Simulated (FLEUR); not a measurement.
# Au (Im-3m) in FLEUR: notebook

The runs below take Au through band structure, with PBEsol.

Everything below comes from runs of FLEUR MaX-R8.1 (later development tree). Logs are shortened: lines on timing, memory, paths and dates and some standing lists are left out, and cuts for length are marked.

## (1) The structure

It takes space group Im-3m (No. 229, cubic). The conventional cell has a = 3.315 Å, b = 3.315 Å, c = 3.315 Å, α = 90.00°, β = 90.00°, γ = 90.00°. Around Au (site symmetry m-3m) lie 8 Au at 2.87 Å.

This isn't the form of Au at room conditions, which is fcc.

## (2) Band structure, PBEsol

inp.xml reads:

```xml
<?xml version="1.0" encoding="UTF-8" standalone="no"?>
<fleurInput fleurInputVersion="0.39">
   <comment>
      Au                                                                                                  
   </comment>
   <calculationSetup>
      <cutoffs Kmax="4.1" Gmax="12.7" GmaxXC="12.7" numbands="0"/>
      <scfLoop itmax="60" minDistance="0.00001" maxIterBroyd="15" imix="Anderson" alpha="0.05" precondParam="0.0" spinf="2.0" sdNocoIR="T"/>
      <coreElectrons ctail="T" frcor="F" kcrel="0" coretail_lmax="0"/>
      <xcFunctional name="PBEs" relativisticCorrections="F"/>
      <magnetism jspins="1"/>
      <soc l_soc="F" theta="0.0" phi="0.0" spav="F"/>
      <expertModes spex="0" secvar="F"/>
      <geometryOptimization l_f="F" forcealpha="1.0" forcemix="BFGS" epsdisp="0.00001" epsforce="0.00001"/>
      <ldaU l_linMix="F" mixParam="0.05" spinf="1.0"/>
   </calculationSetup>
   <cell>
      <bzIntegration valenceElectrons="19.0" mode="hist" fermiSmearingEnergy="0.00183747">
         <kPointListSelection listName="default-1"/>
         <!-- k-points included here -->
         <xi:include xmlns:xi="http://www.w3.org/2001/XInclude" href="kpts.xml"> </xi:include>
      </bzIntegration>
      <!-- symmetry operations included here -->
      <xi:include xmlns:xi="http://www.w3.org/2001/XInclude" href="sym.xml"> </xi:include>
      <bulkLattice scale="1.0">
         <bravaisMatrix>
            <row-1>   -3.1317845247897176     3.1317845247897176     3.1317845247897176</row-1>
            <row-2>    3.1317845247897176    -3.1317845247897176     3.1317845247897176</row-2>
            <row-3>    3.1317845247897176     3.1317845247897176    -3.1317845247897176</row-3>
         </bravaisMatrix>
      </bulkLattice>
   </cell>
   <atomSpecies>
      <species name="Gold (Au)" element="Au" atomicNumber="79">
         <mtSphere radius="2.51" gridPoints="829" logIncrement="0.016"/>
         <atomicCutoffs lmax="10" lnonsphr="10"/>
         <electronConfig flipSpins="F">
            <coreConfig>(1s1/2) (2s1/2) (2p1/2) (2p3/2) (3s1/2) (3p1/2) (3p3/2) (4s1/2) (3d3/2) (3d5/2) (4p1/2) (4p3/2) (4d3/2) (4d5/2) (4f5/2) (4f7/2)</coreConfig>
            <valenceConfig>(5s1/2) (5p1/2) (5p3/2) (6s1/2) (5d3/2) (5d5/2)</valenceConfig>
            <stateOccupation state="(6s1/2)" spinUp="0.500000" spinDown="0.500000"/>
         </electronConfig>
         <energyParameters s="6" p="6" d="5" f="5"/>
         <lo type="SCLO" l="0" n="5" eDeriv="0"/>
         <lo type="SCLO" l="1" n="5" eDeriv="0"/>
         <lo type="SCLO" l="1" n="5" eDeriv="1"/>
         <lo type="SCLO" l="2" n="5" eDeriv="2"/>
         <lo type="SCLO" l="3" n="5" eDeriv="2"/>
      </species>
   </atomSpecies>
   <atomGroups>
      <atomGroup species="Gold (Au)">
         <relPos label="                   1">.0000000000 .0000000000 .0000000000</relPos>
         <force calculate="T" relaxXYZ="TTT"/>
      </atomGroup>
   </atomGroups>
   <output dos="F" band="F" slice="F">
      <checks vchk="F" cdinf="F"/>
      <bandDOS minEnergy="-.5*Htr" maxEnergy="0.5*Htr" sigma="0.015" storeEVData="T"/>
      <vacuumDOS vacdos="F" integ="F" star="F" nstars="0" locx1="0.0" locy1="0.0" locx2="0.0" locy2="0.0" nstm="0" tworkf="0.0"/>
      <unfoldingBand unfoldBand="F" supercellX="1" supercellY="1" supercellZ="1"/>
      <plotting iplot="0" polar="F">
         <plot TwoD="T" vec1="  1.0  0.0  0.0" vec2="  0.0  1.0  0.0" vec3="  0.0  0.0  1.0" zero="  0.0  0.0  0.0" file="plot"/>
      </plotting>
      <chargeDensitySlicing numkpt="0" minEigenval="0.0" maxEigenval="0.0" nnne="0" pallst="F"/>
      <specialOutput eonly="F"/>
      <moessbauerParams electricFieldGradient="T" isomerShift="T" coreHyperfine="T" valenceHyperfine="T"/>
      <magneticCircularDichroism mcd="F" energyLo="-10.0" energyUp="0.0"/>
   </output>
  <!-- We include the file relax.xml here to enable relaxations (see documentation) -->
  <xi:include xmlns:xi="http://www.w3.org/2001/XInclude" href="relax.xml"> <xi:fallback/> </xi:include>
</fleurInput>
```

crystal.txt reads:

```
Au
&input cartesian=F /
-1.6572690000  1.6572690000  1.6572690000
1.6572690000  -1.6572690000  1.6572690000
1.6572690000  1.6572690000  -1.6572690000
1.8897261246
1.0 1.0 1.0

1
79 0.0000000000  0.0000000000  0.0000000000

&kpt div1=11 div2=11 div3=11 gamma=T /
```

inp.xml (bands) reads:

```
<?xml version="1.0" encoding="UTF-8" standalone="no"?>
<fleurInput fleurInputVersion="0.39">
   <comment>
      Au                                                                                                  
   </comment>
   <calculationSetup>
      <cutoffs Kmax="4.1" Gmax="12.7" GmaxXC="12.7" numbands="0"/>
      <scfLoop itmax="60" minDistance="0.00001" maxIterBroyd="15" imix="Anderson" alpha="0.05" precondParam="0.0" spinf="2.0" sdNocoIR="T"/>
      <coreElectrons ctail="T" frcor="F" kcrel="0" coretail_lmax="0"/>
      <xcFunctional name="PBEs" relativisticCorrections="F"/>
      <magnetism jspins="1"/>
      <soc l_soc="F" theta="0.0" phi="0.0" spav="F"/>
      <expertModes spex="0" secvar="F"/>
      <geometryOptimization l_f="F" forcealpha="1.0" forcemix="BFGS" epsdisp="0.00001" epsforce="0.00001"/>
      <ldaU l_linMix="F" mixParam="0.05" spinf="1.0"/>
   </calculationSetup>
   <cell>
      <bzIntegration valenceElectrons="19.0" mode="hist" fermiSmearingEnergy="0.00183747">
         <kPointListSelection listName="path-1"/>
         <!-- k-points included here -->
         <xi:include xmlns:xi="http://www.w3.org/2001/XInclude" href="kpts.xml"> </xi:include>
      </bzIntegration>
      <!-- symmetry operations included here -->
      <xi:include xmlns:xi="http://www.w3.org/2001/XInclude" href="sym.xml"> </xi:include>
      <bulkLattice scale="1.0">
         <bravaisMatrix>
            <row-1>   -3.1317845247897176     3.1317845247897176     3.1317845247897176</row-1>
            <row-2>    3.1317845247897176    -3.1317845247897176     3.1317845247897176</row-2>
            <row-3>    3.1317845247897176     3.1317845247897176    -3.1317845247897176</row-3>
         </bravaisMatrix>
      </bulkLattice>
   </cell>
   <atomSpecies>
      <species name="Gold (Au)" element="Au" atomicNumber="79">
         <mtSphere radius="2.51" gridPoints="829" logIncrement="0.016"/>
         <atomicCutoffs lmax="10" lnonsphr="10"/>
         <electronConfig flipSpins="F">
            <coreConfig>(1s1/2) (2s1/2) (2p1/2) (2p3/2) (3s1/2) (3p1/2) (3p3/2) (4s1/2) (3d3/2) (3d5/2) (4p1/2) (4p3/2) (4d3/2) (4d5/2) (4f5/2) (4f7/2)</coreConfig>
            <valenceConfig>(5s1/2) (5p1/2) (5p3/2) (6s1/2) (5d3/2) (5d5/2)</valenceConfig>
            <stateOccupation state="(6s1/2)" spinUp="0.500000" spinDown="0.500000"/>
         </electronConfig>
         <energyParameters s="6" p="6" d="5" f="5"/>
         <lo type="SCLO" l="0" n="5" eDeriv="0"/>
         <lo type="SCLO" l="1" n="5" eDeriv="0"/>
         <lo type="SCLO" l="1" n="5" eDeriv="1"/>
         <lo type="SCLO" l="2" n="5" eDeriv="2"/>
         <lo type="SCLO" l="3" n="5" eDeriv="2"/>
      </species>
   </atomSpecies>
   <atomGroups>
      <atomGroup species="Gold (Au)">
         <relPos label="                   1">.0000000000 .0000000000 .0000000000</relPos>
         <force calculate="T" relaxXYZ="TTT"/>
      </atomGroup>
   </atomGroups>
   <output dos="F" band="T" slice="F">
      <checks vchk="F" cdinf="F"/>
      <bandDOS minEnergy="-.5*Htr" maxEnergy="0.5*Htr" sigma="0.015" storeEVData="T"/>
      <vacuumDOS vacdos="F" integ="F" star="F" nstars="0" locx1="0.0" locy1="0.0" locx2="0.0" locy2="0.0" nstm="0" tworkf="0.0"/>
      <unfoldingBand unfoldBand="F" supercellX="1" supercellY="1" supercellZ="1"/>
      <plotting iplot="0" polar="F">
         <plot TwoD="T" vec1="  1.0  0.0  0.0" vec2="  0.0  1.0  0.0" vec3="  0.0  0.0  1.0" zero="  0.0  0.0  0.0" file="plot"/>
      </plotting>
      <chargeDensitySlicing numkpt="0" minEigenval="0.0" maxEigenval="0.0" nnne="0" pallst="F"/>
      <specialOutput eonly="F"/>
      <moessbauerParams electricFieldGradient="T" isomerShift="T" coreHyperfine="T" valenceHyperfine="T"/>
      <magneticCircularDichroism mcd="F" energyLo="-10.0" energyUp="0.0"/>
   </output>
  <!-- We include the file relax.xml here to enable relaxations (see documentation) -->
  <xi:include xmlns:xi="http://www.w3.org/2001/XInclude" href="relax.xml"> <xi:fallback/> </xi:include>
</fleurInput>
```

Potentials or basis: all-electron, FLAPW.

On the command line:

```bash
inpgen -f crystal.txt -profile fastHighL
# inp.xml edited to the form shown
fleur_MPI
fleur_MPI   # second run, on inp.xml (bands)
```

Log:

```text
Welcome to FLEUR        (www.flapw.de)
      MaX-Release 8.1          (www.max-centre.eu)

 ========== k-point set info ==========
 Selected k-point list: default-1
 k-point list type: mesh
 11 x 11 x 11
 Number of k points: 56

 ------------Calculation Setup---------------------------
 Number of MPI-tasks      :            1
 Number of PE/node        :            1
 Number of OMP-threads    :            1
 Most efficient MPI parallelization for:
           1           2           4           7           8          14          28          56
 Additional eigenvalue parallelization possible
 Number of basis functions:          185
 Approximate size of matrices (H+S) per k-point:         0.001 GB
 --------------------------------------------------------
 Iteration:     1   Distance:      15.76018161 me/bohr^3
 Iteration:     2   Distance:      14.06729853 me/bohr^3
 Iteration:     3   Distance:       6.35961819 me/bohr^3
 Iteration:     4   Distance:       2.09024453 me/bohr^3
 Iteration:     5   Distance:       1.89175926 me/bohr^3
 Iteration:     6   Distance:       0.14861996 me/bohr^3
 Iteration:     7   Distance:       0.02451689 me/bohr^3
 Iteration:     8   Distance:       0.01463238 me/bohr^3
 Iteration:     9   Distance:       0.00151367 me/bohr^3
 Iteration:    10   Distance:       0.00202749 me/bohr^3
 Iteration:    11   Distance:       0.00006149 me/bohr^3
 Iteration:    12   Distance:       0.00007808 me/bohr^3
 Iteration:    13   Distance:       0.00000102 me/bohr^3

 ********************************************************************
 Run finished successfully
 Stop message:
   all done
 ********************************************************************
```

output (bands):

```text
Welcome to FLEUR        (www.flapw.de)
      MaX-Release 8.1          (www.max-centre.eu)

 ========== k-point set info ==========
 Selected k-point list: path-1
 k-point list type: path
 Number of k points: 60

 ------------Calculation Setup---------------------------
 Number of MPI-tasks      :            1
 Number of PE/node        :            1
 Number of OMP-threads    :            1
 Most efficient MPI parallelization for:
           1           2           3           4           5           6          10          12          15          20          30          60
 Additional eigenvalue parallelization possible
 Number of basis functions:          187
 Approximate size of matrices (H+S) per k-point:         0.001 GB
 --------------------------------------------------------
 Fermi energy correction for metals:
 Fermi energy in bands.* files may not be consistent with last density.
 Please correct it manually (e.g. in band.gnu file).

 Note: Band structure data (together with different weights) is also stored in the banddos.hdf file.
       A convenient way of extracting and plotting the data from that file is by making use of the

 ********************************************************************
 Run finished successfully
 Stop message:
   Charge density postprocessing done.
 ********************************************************************
```

out.xml (last iteration):

```text
<iteration numberForCurrentRun="   13" overallNumber="   13">
         <energyParameters units="Htr">
            <atomicEP atomType="1" spin="1" branch="6s" branchLowest="-3.47" branchHighest="1.46" value="0.2445577833"/>
            <atomicEP atomType="1" spin="1" branch="6p" branchLowest="-1.66" branchHighest="2.38" value="0.4255221367"/>
            <atomicEP atomType="1" spin="1" branch="5d" branchLowest="-11.44" branchHighest="0.47" value="0.2756791565"/>
            <atomicEP atomType="1" spin="1" branch="5f" branchLowest="-2.48" branchHighest="2.53" value="0.7228895329"/>
            <loAtomicEP atomType="1" spin="1" branch="5s" branchLowest="-26.25" branchHighest="-3.47" value="-3.4693971655"/>
            <loAtomicEP atomType="1" spin="1" branch="5p" branchLowest="-19.50" branchHighest="-1.66" value="-1.7261386072"/>
            <loAtomicEP atomType="1" spin="1" branch="5p" branchLowest="-19.50" branchHighest="-1.66" value="-1.7261386072"/>
            <loAtomicEP atomType="1" spin="1" branch="5d" branchLowest="-11.44" branchHighest="0.47" value="0.2577681374"/>
            <loAtomicEP atomType="1" spin="1" branch="5f" branchLowest="-2.48" branchHighest="2.53" value="0.7228810622"/>
         </energyParameters>
         <eigenvalues>
            <eigenvaluesAt spin="1" ikpt="1" k_x="0.00000000" k_y="0.00000000" k_z="0.00000000">
                      -3.4697273581       -1.6774605403       -1.6774605403       -1.6774605403        0.0604041216
                       0.2350242932        0.2350242932        0.2350242932        0.2997322787        0.2997322787
                       1.0019352052        1.0019352052        1.0019352052        1.2502407620        1.2502407620
            </eigenvaluesAt>
            <eigenvaluesAt spin="1" ikpt="2" k_x="0.00000000" k_y="0.00000000" k_z="0.09090909">
                      -3.4697000224       -1.6779746328       -1.6776501982       -1.6774532364        0.0709241810
                       0.2318513078        0.2353048416        0.2422238709        0.2961242119        0.2999786705
                       0.9957447806        1.0027628427        1.0146913374        1.1662259449        1.1753388661
            </eigenvaluesAt>
            <eigenvaluesAt spin="1" ikpt="3" k_x="0.00000000" k_y="0.00000000" k_z="0.18181818">
                      -3.4696268282       -1.6793528492       -1.6781583371       -1.6774353194        0.1000418008
                       0.2236200112        0.2360370838        0.2627313598        0.2901619507        0.3008355112
                       0.9266247501        0.9803496079        1.0499259016        1.1097917253        1.1265137284
            </eigenvaluesAt>
            <eigenvaluesAt spin="1" ikpt="4" k_x="0.00000000" k_y="0.00000000" k_z="0.27272727">
[... 33 lines left out ...]
         <allElectronCharges>
            <spinDependentCharge spin="1" total="79.0000000" interstitial="1.6002420" mtSpheres="77.3997580"/>
            <totalCharge value="78.9999999955"/>
         </allElectronCharges>
         <moessbauerParams unitsHFF="kG" unitsIS="e/bohr^3" unitsEFG="Htr/bohr^2">
            <coreIsomerShift atomType="1" isTotal="2311991.56058">
               <shell n="1" l="0" isomerShift="1915044.82685"/>
               <shell n="2" l="0" isomerShift="287154.13392"/>
               <shell n="2" l="1" isomerShift="20686.39566"/>
               <shell n="3" l="0" isomerShift="65729.95330"/>
               <shell n="3" l="1" isomerShift="5309.03306"/>
               <shell n="4" l="0" isomerShift="16736.43921"/>
               <shell n="3" l="2" isomerShift="0.00218"/>
               <shell n="4" l="1" isomerShift="1330.77582"/>
               <shell n="4" l="2" isomerShift="0.00058"/>
               <shell n="4" l="3" isomerShift="0.00000"/>
            </coreIsomerShift>
            <isomerShift atomType="1" nucleusRadius="0.0001374" averageDensity="2315464.97576"/>
            <electricFieldGradient atomType="1" VXX="0.00000" VYY="0.00000" VZZ="0.00000" asymParam="0.00000">
            </electricFieldGradient>
         </moessbauerParams>
         <totalEnergy                                    value="   -19042.6680187014" units="Htr">
            <sumOfEigenvalues                            value="   -11704.3118737932">
               <coreElectrons value="-11690.1004648848"/>
               <valenceElectrons value="-14.2114089084"/>
            </sumOfEigenvalues>
            <densityCoulombPotentialIntegral value="-33110.6369030103"/>
            <densityEffectivePotentialIntegral value="-33585.1515511637"/>
            <chargeDenXCDenIntegral value="-360.2139210605"/>
            <FockExchangeEnergyValence value="0.0000000000"/>
            <FockExchangeEnergyCore value="0.0000000000"/>
            <atomTypeDependentContributions atomType="1">
               <electronNucleiInteractionDifferentMTs value="23966.5541591310"/>
               <MadelungTerm value="-41.4211643753"/>
            </atomTypeDependentContributions>
            <tkbTimesEntropy value="0.0002176053"/>
            <freeEnergy value="-19042.6682363067"/>
            <extrapolationTo0K value="-19042.6681275041"/>
         </totalEnergy>
         <densityConvergence units="me/bohr^3">
            <chargeDensity spin="1" distance="0.0000010208"/>
         </densityConvergence>
      </iteration>
```

It took 18 s on 1 thread of Intel Xeon Platinum 8375C at 2.90GHz (Ice Lake), shared host; peak memory 0.07 GiB.

What came out:

```
Free energy                                           : -518177.4005 eV
Band gap along the path                               : none (metal or under the smearing width)
Valence electrons inside the program's atomic spheres : Au 17.40 (radii Au 2.51 bohr)
```

Levels at the corners of the path, in eV from the Fermi level:
```tsv
point	band 5	band 6	band 7	band 8	band 9	band 10	band 11	band 12	band 13	band 14
Γ	-9.12	-4.36	-4.36	-4.36	-2.60	-2.60	16.50	16.50	16.50	23.26
H	-6.12	-6.12	-1.56	-1.56	-1.56	6.31	6.31	6.31	9.08	15.39
N	-6.55	-5.35	-2.74	-2.43	-1.22	-0.30	3.33	12.39	13.55	20.99
Γ	-9.12	-4.36	-4.36	-4.36	-2.60	-2.60	16.50	16.50	16.50	23.26
P	-4.82	-4.82	-4.82	-2.39	-2.39	2.77	7.05	7.05	7.05	26.33
H	-6.12	-6.12	-1.56	-1.56	-1.56	6.31	6.31	6.31	9.08	15.39
P	-4.82	-4.82	-4.82	-2.39	-2.39	2.77	7.05	7.05	7.05	26.33
N	-6.55	-5.35	-2.74	-2.43	-1.22	-0.30	3.33	12.39	13.55	20.99
```

Core levels (eV from the Fermi level):
```tsv
atom	levels
1 Au	1s1/2 -80626.3, 2s1/2 -14212.3, 2p1/2 -13627.8, 2p3/2 -11792.9, 3s1/2 -3351.8, 3p1/2 -3089.4, 3p3/2 -2684.5, 4s1/2 -725.0, 3d3/2 -2249.1, 3d5/2 -2162.1, 4p1/2 -613.1, 4p3/2 -515.9, 4d3/2 -333.1, 4d5/2 -315.0, 4f5/2 -80.3, 4f7/2 -76.5
```

Caveat: spin-orbit coupling is left out, which moves the levels of the heavy elements.

[end of part 1 of 2]
